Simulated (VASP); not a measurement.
Here is a VASP 6.6.1 calculation.

Contents of INCAR:

```
SYSTEM = Se
  ALGO = Normal
  EDIFF = 1E-7
  ENCUT = 520
  GGA = PE
  ISIF = 2
  ISMEAR = -1
  LASPH = .TRUE.
  LCHARG = .FALSE.
  LREAL = .FALSE.
  LWAVE = .FALSE.
  NBANDS = 16
  NELM = 80
  PREC = Accurate
  SIGMA = 0.05
```

KPOINTS

```
k-points
0
G
  7 7 6
  0 0 0
```

The input POSCAR:

```
Se
1.0
    4.3662000000      0.0000000000      0.0000000000
   -2.1831000000      3.7812401180      0.0000000000
    0.0000000000      0.0000000000      4.9536000000
Se
3
Direct
    0.7746000000      0.7746000000      0.0000000000
    0.0000000000      0.2254000000      0.6666666667
    0.2254000000      0.0000000000      0.3333333333
```

Potentials or basis: VASP PAW PBE potentials, release 64 (Se).

The run is started by

```bash
$ cat potpaw_PBE.64/Se/POTCAR > POTCAR
$ mpirun -np 1 vasp_std > vasp.out
```

Estimate the band gap on the k mesh.

1.21 eV, indirect (least direct gap 1.47 eV).

Predict the pressure.

2.9 GPa.

Predict the largest force.

0.433 eV/Å.

Stress tensor (GPa, compression positive):
```
2.30 0.00 0.00
0.00 2.30 0.00
0.00 0.00 4.13
```

Caveat: an odd mesh through Γ misses points on the zone boundary, where band edges often lie.
